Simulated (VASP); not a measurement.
# Fe: band structure with RPBE

The system is Fe.

```
Fe
1.0
    -1.44300    1.44300    1.44300
     1.44300   -1.44300    1.44300
     1.44300    1.44300   -1.44300
Fe
1
Cartesian
  0.0000 0.0000 0.0000
```

```json
{"Program": "VASP 6.6.1", "Task": "band structure", "Functional": "RPBE", "Potentials or basis": "VASP PAW PBE potentials, release 64 (Fe)", "Cutoff": "520 eV", "k mesh": "13 × 13 × 13", "Occupations": "fermi-dirac, width 0.05 eV", "Spin": "collinear spin, ferromagnetic start", "Starting moments": "[3.0] μB", "Further INCAR settings": "ALGO = Fast; EDIFF = 1e-07; NBANDS = 14"}
```

```
Pressure                                              : -2.8 GPa
Band gap along the path                               : none (metal or under the smearing width)
Net moment                                            : 2.34 μB per cell
Site moments                                          : Fe +2.35 μB
Valence electrons inside the program's atomic spheres : Fe 7.15
```

Levels at the corners of the path, in eV from the Fermi level:
Spin up:
| point | band 2 | band 3 | band 4 | band 5 | band 6 | band 7 | band 8 | band 9 |
| --- | --- | --- | --- | --- | --- | --- | --- | --- |
| Γ | -2.21 | -2.21 | -2.21 | -1.10 | -1.10 | 24.52 | 24.52 | 24.52 |
| H | -4.51 | -0.01 | -0.01 | -0.01 | 9.63 | 9.63 | 9.63 | 15.10 |
| H | -4.51 | -0.01 | -0.01 | -0.01 | 9.63 | 9.63 | 9.63 | 15.10 |
| N | -3.19 | -1.04 | -0.93 | 0.24 | 0.61 | 6.90 | 17.96 | 19.46 |
| N | -3.19 | -1.04 | -0.93 | 0.24 | 0.61 | 6.90 | 17.96 | 19.46 |
| Γ | -2.21 | -2.21 | -2.21 | -1.10 | -1.10 | 24.52 | 24.52 | 24.52 |
| Γ | -2.21 | -2.21 | -2.21 | -1.10 | -1.10 | 24.52 | 24.52 | 24.52 |
| P | -3.04 | -3.04 | -0.90 | -0.90 | 8.29 | 8.29 | 8.29 | 10.28 |
| P | -3.04 | -3.04 | -0.90 | -0.90 | 8.29 | 8.29 | 8.29 | 10.28 |
| H | -4.51 | -0.01 | -0.01 | -0.01 | 9.63 | 9.63 | 9.63 | 15.10 |
| P | -3.04 | -3.04 | -0.90 | -0.90 | 8.29 | 8.29 | 8.29 | 10.28 |
| N | -3.19 | -1.04 | -0.93 | 0.24 | 0.61 | 6.90 | 17.96 | 19.46 |
Spin down:
```
point  band 1  band 2  band 3  band 4  band 5  band 6  band 7  band 8
    Γ   -7.93   -0.08   -0.08   -0.08    1.85    1.85   24.13   24.13
    H   -2.56   -2.56    2.43    2.43    2.43    9.85    9.85    9.85
    H   -2.56   -2.56    2.43    2.43    2.43    9.85    9.85    9.85
    N   -3.23   -1.28    0.62    1.70    2.09    2.71    8.36   17.89
    N   -3.23   -1.28    0.62    1.70    2.09    2.71    8.36   17.89
    Γ   -7.93   -0.08   -0.08   -0.08    1.85    1.85   24.13   24.13
    Γ   -7.93   -0.08   -0.08   -0.08    1.85    1.85   24.13   24.13
    P   -1.51   -1.51   -1.51    2.13    2.13    9.18    9.18    9.18
    P   -1.51   -1.51   -1.51    2.13    2.13    9.18    9.18    9.18
    H   -2.56   -2.56    2.43    2.43    2.43    9.85    9.85    9.85
    P   -1.51   -1.51   -1.51    2.13    2.13    9.18    9.18    9.18
    N   -3.23   -1.28    0.62    1.70    2.09    2.71    8.36   17.89
```

Wall time 27 s on 1 thread of Intel(R) Xeon(R) 6975P-C (Granite Rapids) (shared host), peak memory 0.15 GiB.

Caveat: the PAW data sets were made with another functional, which shifts forces and pressure a little.
